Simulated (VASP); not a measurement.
A run of VASP 6.6.1 is set up as follows.

The input POSCAR:

```
CaSe
1.0
    0.0000000000      2.9672271751      2.9672271751
    2.9672271751      0.0000000000      2.9672271751
    2.9672271751      2.9672271751      0.0000000000
Ca Se
1 1
Direct
    0.0000000000      0.0000000000      0.0000000000
    0.5000000000      0.5000000000      0.5000000000
```

The input INCAR.step1:

```
  PREC = Accurate
  ENCUT = 520
  ISMEAR = -1
  SIGMA = 0.02
  LREAL = False
  LASPH = True
  NELM = 60
  NBANDS = 15
  GGA = PE
  ALGO = Normal
  EDIFF = 1E-4
  LWAVE = True
  LCHARG = False
```

File INCAR.step2:

```
  PREC = Accurate
  ENCUT = 520
  EDIFF = 1E-6
  ISMEAR = -1
  SIGMA = 0.02
  LREAL = False
  LASPH = True
  NELM = 60
  ALGO = Normal
  ISIF = 2
  LWAVE = False
  LCHARG = False
  METAGGA = R2SCAN
  LMIXTAU = True
  NBANDS = 15
  ISTART = 1
```

Contents of KPOINTS:

```
regular mesh
0
Gamma
  8 8 8
```

Potentials or basis: VASP PAW PBE potentials, release 64 (Ca_sv, Se).

Run with:

```console
$ cat potpaw_PBE.64/Ca_sv/POTCAR potpaw_PBE.64/Se/POTCAR > POTCAR
$ cp INCAR.step1 INCAR
$ mpirun -np 1 vasp_std > vasp.out
$ cp INCAR.step2 INCAR
$ mpirun -np 1 vasp_std > vasp.out
```

Q: Predict the band gap on the k mesh.

A: 2.52 eV (least direct gap 3.46 eV).

Q: What does it give for the pressure?

A: 0.3 GPa.

Caveat: the PAW data sets were made with another functional, which shifts forces and pressure a little.

**The experiment to reproduce.**

A printed reference work, monograph, original work of 1988 reports, for a bulk crystal of CaSe at 2 K: band gap 3.85 eV (indirect).

A measured gap of CaSe is 3.85 eV (indirect; 2 K; a printed reference work, monograph, original work of 1988); the calculated 2.52 eV misses it by -1.33 eV. Spin-orbit coupling on Se is left out. The value is that of r2SCAN on a finite k mesh, which can miss the band edges, without temperature or zero-point motion.
